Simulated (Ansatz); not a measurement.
**Calculated ¹⁹⁷Au nuclear quadrupole resonance for Au under strain**

Cell: an entry of the Crystallography Open Database (COD), relaxed with PBE at fixed cell and then changed (z stretched by 1 %, ions relaxed).

```
Au
1.0
     2.90000    0.00000    0.00000
    -1.45000    2.51147    0.00000
     0.00000    0.00000    4.92880
Au
2
Direct
  0.33333 0.66667 0.75000
  0.66667 0.33333 0.25000
```

Sites (sets of like atoms) are named by element and the number of their first atom in this list.

The numbers come from a DFT calculation in Ansatz (PBE, plane waves and PAW, scalar-relativistic, 420 eV cutoff, Γ-centred 18×18×10 k-points, Fermi–Dirac smearing 0.05 eV).

¹⁹⁷Au: I = 3/2, Q = 547.0 mb (year-2017 value). Static lattice, zero field.

Problem. At which frequencies do the ¹⁹⁷Au NQR lines lie?

Solution. For I = 3/2 there is one line, ν = (|C_Q|/2)(1 + η²/3)^½.

```csv
site,atoms,V_zz (10²¹ V/m²),C_Q (MHz),η,line frequencies (MHz)
Au,"1, 2",1.34,17.7,0.00,8.86
```

An axis of threefold or higher order runs through Au, so V_zz lies along it and η is zero.

The run finds no gap above 0.1 eV (a metal, or nearly one), so the gradients can move by 10 % or more with the k-mesh. Spin–orbit coupling is left out, which shifts gradients on Au by a few per cent in wide-gap crystals, and can shift them far more where the calculated gap is small or absent, as here.

The relaxation (1 step) took 13 s of wall time (13 s of CPU time) and 0.48 GiB at its peak, on 1 thread of Arm Neoverse V1 (aarch64; 8 cores open to the job, memory cap 3.0 GiB, no GPU), a shared host with a load of 0.5 a core.
